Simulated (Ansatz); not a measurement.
MoS2 under changes of volume

One of the cells (17.864 Å³/atom); the others are scaled copies at fixed shape and fractional positions:

```
Mo S
1.0
     3.16900    0.00000    0.00000
    -1.58450    2.74443    0.00000
     0.00000    0.00000   12.32400
Mo S
2 4
Direct
  0.66667 0.33333 0.75000
  0.33333 0.66667 0.25000
  0.66667 0.33333 0.37700
  0.33333 0.66667 0.87700
  0.66667 0.33333 0.12300
  0.33333 0.66667 0.62300
```

```yaml
Program: Ansatz 0.2.0
Functional: PBE
Potentials_or_basis: Ansatz PAW
Cutoff: "420 eV (not typed: the program's choice for these potentials)"
k_mesh: 10 × 10 × 3
Occupations: fermi-dirac, width 0.05 eV
Spin: no spin polarisation
```

```csv
volume (Å³/atom),energy over the lowest point (meV/atom),pressure (GPa),gap on the mesh (eV),largest force (eV/Å)
16.792,48.53,12.7,0.86,1.007
17.149,24.61,8.8,0.89,0.621
17.507,9.11,5.2,0.91,0.264
17.864,?,?,?,?
18.221,0.00,-0.9,0.94,0.370
18.578,4.94,-3.5,0.96,0.652
18.936,15.35,-5.8,0.97,0.913
```

**Question.** What does the run at 17.864 Å³/atom give?

**Answer.** Energy over the lowest point 1.16 meV/atom; pressure 2.0 GPa; gap on the mesh 0.93 eV; largest force 0.065 eV/Å.

Worked out: A Birch-Murnaghan fit of order 3 (a polynomial in V^(-2/3)) to the other rows has its minimum at 18.11 Å³/atom with B0 = V·E''(V) = 143 GPa and B' = 4.5 at fixed shape and positions, which overstates the stiffness. It gives 1.17 meV/atom at 17.864 Å³/atom, against the run's 1.16, and -dE/dV = 2.0 GPa, against 2.0. A straight line through the other rows of the gap, of slope 0.893 eV per unit of ln V, gives 0.92 eV, against the run's 0.93.

Energies are extrapolated to zero smearing.

Caveats: odd divisions of the mesh miss points on the zone boundary, where band edges often lie, so the gap on the mesh can be too wide; this functional lacks dispersion, which binds the layers, so the pressure and a relaxed spacing across them are unreliable; forces of over 1 eV/Å show positions far from the minimum, so gaps and moduli don't describe the material at rest (some runs).

A mesh can miss the band edges. Spin-orbit coupling on Mo is left out.
